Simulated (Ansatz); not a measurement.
Crystal: NaF (Villiaumite).

```
CELL_PARAMETERS angstrom
0.00000 2.32000 2.32000
2.32000 0.00000 2.32000
2.32000 2.32000 0.00000
ATOMIC_POSITIONS crystal
Na 0.00000 0.00000 0.00000
F 0.50000 0.50000 0.50000
```

Program: Ansatz 0.2.0. Alike in all runs: no spin polarisation; cell as given; smearing fermi-dirac 0.05 eV.

Q: Order these runs on this cell by their band gap on the k mesh, lowest first.
A. level PBEsol; potentials or basis all-electron PAW datasets made for the crystal; k mesh 10 × 10 × 10; cutoff (eV) 280
B. level PBE0; potentials or basis all-electron PAW datasets made for the crystal; k mesh 8 × 8 × 8; cutoff (eV) 310
C. level HSE06; potentials or basis all-electron PAW datasets made for the crystal; k mesh 8 × 8 × 8; cutoff (eV) 310
D. level LDA; potentials or basis all-electron LAPW, scalar-relativistic; k mesh 10 × 10 × 10; cutoff (eV) 262; basis error allowed 0.001 eV/atom

A: D (5.94 eV), A (6.15 eV), C (8.45 eV), B (9.22 eV).

Caveats: the program warned that the printed levels may be off, so bands, gaps and densities of states are rough (some runs).

A k mesh can miss the band edges.

Not every run made on this cell is shown here.
